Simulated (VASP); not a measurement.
# TiNi (Pm-3m) in VASP: notebook, part 2 of 2

VASP 6.6.1.

## 3. Relaxation of cell and atoms, LDA

INCAR reads:

```
SYSTEM = TiNi
ALGO = Normal
EDIFF = 1E-7
EDIFFG = -0.005
ENCUT = 600
IBRION = 2
ISIF = 3
ISMEAR = 0
LASPH = .TRUE.
LCHARG = .FALSE.
LREAL = .FALSE.
LWAVE = .FALSE.
NELM = 80
NSW = 70
PREC = Accurate
SIGMA = 0.1
```

KPOINTS reads:

```
k-points
0
G
  14 14 14
  0 0 0
```

POSCAR reads:

```
TiNi
1.0
    3.0112878937      0.0000000000      0.0000000000
    0.0000000000      3.0112878937      0.0000000000
    0.0000000000      0.0000000000      3.0112878937
Ti Ni
1 1
Direct
    0.5000000000      0.5000000000      0.5000000000
    0.0000000000      0.0000000000      0.0000000000
```

Potentials or basis: VASP PAW LDA potentials, release 64 (Ti_sv, Ni).

Command:

```
$ cat potpaw_LDA.64/Ti_sv/POTCAR potpaw_LDA.64/Ni/POTCAR > POTCAR
$ mpirun -np 1 vasp_std > vasp.out
```

OUTCAR:

```text
SYSTEM = TiNi
   EDIFF = 1E-7
   EDIFFG = -0.005
   ENCUT = 600
   IBRION = 2
   ISIF = 3
   ISMEAR = 0
   LASPH = .TRUE.
   LREAL = .FALSE.
   NELM = 80
   NSW = 70
   PREC = Accurate

 ion  position               nearest neighbor table
   1  0.500  0.500  0.500-   2 2.61   2 2.61   2 2.61   2 2.61   2 2.61   2 2.61   2 2.61   2 2.61

   2  0.000  0.000  0.000-   1 2.61   1 2.61   1 2.61   1 2.61   1 2.61   1 2.61   1 2.61   1 2.61

  LATTYP: Found a simple cubic cell.
 ALAT       =     3.0112878937

  Lattice vectors:

 A1 = (   3.0112878937,   0.0000000000,   0.0000000000)
 A2 = (   0.0000000000,   3.0112878937,   0.0000000000)
 A3 = (   0.0000000000,   0.0000000000,   3.0112878937)

Analysis of symmetry for initial positions (statically):
=====================================================================
 Subroutine PRICEL returns:
 Original cell was already a primitive cell.

 Routine SETGRP: Setting up the symmetry group for a
 simple cubic supercell.

 Subroutine GETGRP returns: Found 48 space group operations
 (whereof 48 operations were pure point group operations)
 out of a pool of 48 trial point group operations.

The static configuration has the point symmetry O_h .

Analysis of symmetry for dynamics (positions and initial velocities):
=====================================================================
 Subroutine PRICEL returns:
 Original cell was already a primitive cell.

 Routine SETGRP: Setting up the symmetry group for a
 simple cubic supercell.

 Subroutine GETGRP returns: Found 48 space group operations
 (whereof 48 operations were pure point group operations)
 out of a pool of 48 trial point group operations.

The dynamic configuration has the point symmetry O_h .

 Subroutine INISYM returns: Found 48 space group operations
 (whereof 48 operations are pure point group operations),
 and found     1 'primitive' translations

----------------------------------------------------------------------------------------

                                     Primitive cell

  volume of cell :      27.3059

  direct lattice vectors                    reciprocal lattice vectors
     3.011287894  0.000000000  0.000000000     0.332083824  0.000000000  0.000000000
     0.000000000  3.011287894  0.000000000     0.000000000  0.332083824  0.000000000
     0.000000000  0.000000000  3.011287894     0.000000000  0.000000000  0.332083824

  length of vectors
     3.011287894  3.011287894  3.011287894     0.332083824  0.332083824  0.332083824

  position of ions in fractional coordinates (direct lattice)
     0.500000000  0.500000000  0.500000000
     0.000000000  0.000000000  0.000000000

  ion indices of the primitive-cell ions
   primitive index   ion index
                 1           1
                 2           2

----------------------------------------------------------------------------------------

 KPOINTS: k-points

Automatic generation of k-mesh.
 Grid dimensions read from file:
 generate k-points for:   14   14   14

 Generating k-lattice:

[... 46 lines left out ...]
   dimension x,y,z NGX =    24 NGY =   24 NGZ =   24
   dimension x,y,z NGXF=    48 NGYF=   48 NGZF=   48
   ions per type =               1   1
   NGX,Y,Z   is equivalent  to a cutoff of  13.25, 13.25, 13.25 a.u.
   NGXF,Y,Z  is equivalent  to a cutoff of  26.50, 26.50, 26.50 a.u.
 SYSTEM =  TiNi
   PREC   = accura    normal or accurate (medium, high low for compatibility)
   ISTART =      0    job   : 0-new  1-cont  2-samecut
   ICHARG =      2    charge: 1-file 2-atom 10-const
   ISPIN  =      1    spin polarized calculation?
   LNONCOLLINEAR =      F non collinear calculations
   LSORBIT =      F    spin-orbit coupling
   LASPH  =      T    aspherical Exc in radial PAW
   ENCUT  =  600.0 eV  44.10 Ry    6.64 a.u.   6.01  6.01  6.01*2*pi/ulx,y,z
   NELM   =     80;   NELMIN=  2; NELMDL= -5     # of ELM steps
   EDIFF  = 0.1E-06   stopping-criterion for ELM
   LREAL  =      F    real-space projection
   EDIFFG = -.5E-02   stopping-criterion for IOM
   NSW    =     70    number of steps for IOM
   IBRION =      2    ionic relax: 0-MD 1-quasi-New 2-CG
   NFREE  =      1    steps in history (QN), initial steepest desc. (CG)
   ISIF   =      3    stress and relaxation
   ISYM   =      2    0-nonsym 1-usesym 2-fastsym
   POTIM  = 0.5000    time-step for ionic-motion
   TEBEG  =    0.0;   TEEND  =   0.0 temperature during run
   PSTRESS=    0.0 pullay stress
   NELECT =      22.0000    total number of electrons
   NUPDOWN=      -1.0000    fix difference up-down
   EMIN   =  10.00;   EMAX   =-10.00  energy-range for DOS
   EFERMI =   0.00;   METHOD = LEGACY
   ISMEAR =     0;   SIGMA  =   0.10  broadening in eV -4-tet -1-fermi 0-gaus
   EFERMI_NEDOS =   21; number of points for ismear=-14 and -15
   IALGO  =     38    algorithm
   IMIX   =      4    mixing-type and parameters
     AMIX     =   0.40;   BMIX     =  1.00
     AMIX_MAG =   1.60;   BMIX_MAG =  1.00
  volume/ion in A,a.u.               =      13.65        92.13
  Fermi-wavevector in a.u.,A,eV,Ry     =   1.523340  2.878695 31.573191  2.320564
  Thomas-Fermi vector in A             =   2.631796
   LORBIT       =      0    0 simple, 1 ext, 2 COOP (PROOUT), +10 PAW based schemes
   GGA     = CA    functional components
   LHFCALC =     F    Hartree Fock is set to
   AEXX    =    0.0000 exact exchange contribution
   IVDW    =     0    specifies the selected vdW correction
   LEPSILON=     F    determine dielectric tensor
   LRPA    =     F    only Hartree local field effects (RPA)
 conjugate gradient relaxation of ions
 non-spin polarized calculation
 Gauss-broadening in eV      SIGMA  =   0.10
  energy-cutoff  :      600.00
  volume of cell :       27.31
 maximum number of plane-waves:       931
   NGX = 13   NGY = 13   NGZ = 13

--------------------------------------- Ionic step        1  -------------------------------------------

 number of electron      21.9999992 magnetization

 Free energy of the ion-electron system (eV)
  ---------------------------------------------------
  ext. energy  EPLUGINS =         0.00000000
  ---------------------------------------------------
  free energy    TOTEN  =       -15.81338664 eV

  energy without entropy =      -15.79862336  energy(sigma->0) =      -15.80600500

------------------------ aborting loop because EDIFF is reached ----------------------------------------

  FORCE on cell =-STRESS in cart. coord.  units (eV):
  Direction    XX          YY          ZZ          XY          YZ          ZX
  --------------------------------------------------------------------------------------
  -------------------------------------------------------------------------------------
  Total       -2.0270370     -2.0270370     -2.0270370     -0.0000000     -0.0000000     -0.0000000
  in kB     -118.9365757   -118.9365757   -118.9365757     -0.0000000     -0.0000000     -0.0000000
  external PRESSURE =    -118.9365757 kB  Pullay stress =       0.0000000 kB
[... 59 lines left out ...]
--------------------------------------- Ionic step        3  -------------------------------------------

 number of electron      21.9999994 magnetization

 E-fermi :   9.9997     XC(G=0): -13.0938

 val. band max:        9.9825809323   @ k =   0.3571   0.0714   0.0714
 cond. band min:      10.0052862531   @ k =   0.3571   0.0714   0.0000
 fundamental gap:      0.0227053208
 Fermi energy:         9.9996963835

 k-point     1 :       0.0000    0.0000    0.0000
  band No.  band energies     occupation
      1     -46.3826      2.00000
      2     -22.8417      2.00000
      3     -22.8417      2.00000
      4     -22.8417      2.00000
      5       2.0311      2.00000
      6       5.8311      2.00000
      7       5.8311      2.00000
      8       7.8679      2.00000
      9       7.8679      2.00000
     10       7.8679      2.00000
     11      10.4620      0.00000
     12      10.4620      0.00000
     13      12.7699      0.00000
     14      12.7699      0.00000
[... 450 lines left out ...]
--------------------------------------- Ionic step        4  -------------------------------------------

 number of electron      21.9999995 magnetization

 Free energy of the ion-electron system (eV)
  ---------------------------------------------------
  ext. energy  EPLUGINS =         0.00000000
  ---------------------------------------------------
  free energy    TOTEN  =       -15.89039929 eV

  energy without entropy =      -15.87561921  energy(sigma->0) =      -15.88300925

 E-fermi :  10.0198     XC(G=0): -13.1019

 val. band max:       10.0034333700   @ k =   0.3571   0.0714   0.0714
 cond. band min:      10.0262482167   @ k =   0.3571   0.0714   0.0000
 fundamental gap:      0.0228148467
 Fermi energy:        10.0197706771

 k-point     1 :       0.0000    0.0000    0.0000
  band No.  band energies     occupation
      1     -46.3604      2.00000
      2     -22.8190      2.00000
      3     -22.8190      2.00000
      4     -22.8190      2.00000
      5       2.0446      2.00000
      6       5.8425      2.00000
      7       5.8425      2.00000
      8       7.8841      2.00000
      9       7.8841      2.00000
     10       7.8841      2.00000
     11      10.4826      0.00000
     12      10.4826      0.00000
     13      12.7950      0.00000
     14      12.7950      0.00000
[... 444 lines left out ...]
  FREE ENERGIE OF THE ION-ELECTRON SYSTEM (eV)
  ---------------------------------------------------
  free  energy   TOTEN  =       -15.8903992888 eV

  energy  without entropy=      -15.8756192116  energy(sigma->0) =      -15.88300925

 reached required accuracy - stopping structural energy minimisation
```

Wall time 2.3 min (1 thread of Intel Xeon Platinum 8259CL at 2.50GHz (Skylake/Cascade Lake), shared host); peak memory 0.18 GiB.

What came out:

```
Free energy                            : -15.8904 eV
Relaxed volume                         : 12.68 Å³/atom
Relaxed cell                           : a = 2.938 Å, b = 2.938 Å, c = 2.938 Å, α = 90.00°, β = 90.00°, γ = 90.00°
Space group after relaxing (to 0.05 Å) : Pm-3m (No. 221)
Energy gained by relaxing              : 38.5 meV/atom
Ionic steps                            : 4
Pressure after relaxing                : 0.0 GPa
Band gap on the k mesh                 : none (metal or under the smearing width)
```

Step by step:
| step | energy change (eV) | largest force (eV/Å) | pressure (GPa) | volume (Å³) |
| --- | --- | --- | --- | --- |
| 1 | 0.0000 | 0.0000 | -11.89 | 27.31 |
| 2 | 0.0153 | 0.0000 | 16.93 | 23.49 |
| 3 | -0.0770 | 0.0000 | -0.14 | 25.39 |
| 4 | -0.0770 | 0.0000 | 0.05 | 25.35 |

Final structure:
```
CELL_PARAMETERS angstrom
2.93763 0.00000 0.00000
0.00000 2.93763 0.00000
0.00000 0.00000 2.93763
ATOMIC_POSITIONS crystal
Ti 0.50000 0.50000 0.50000
Ni 0.00000 0.00000 0.00000
```
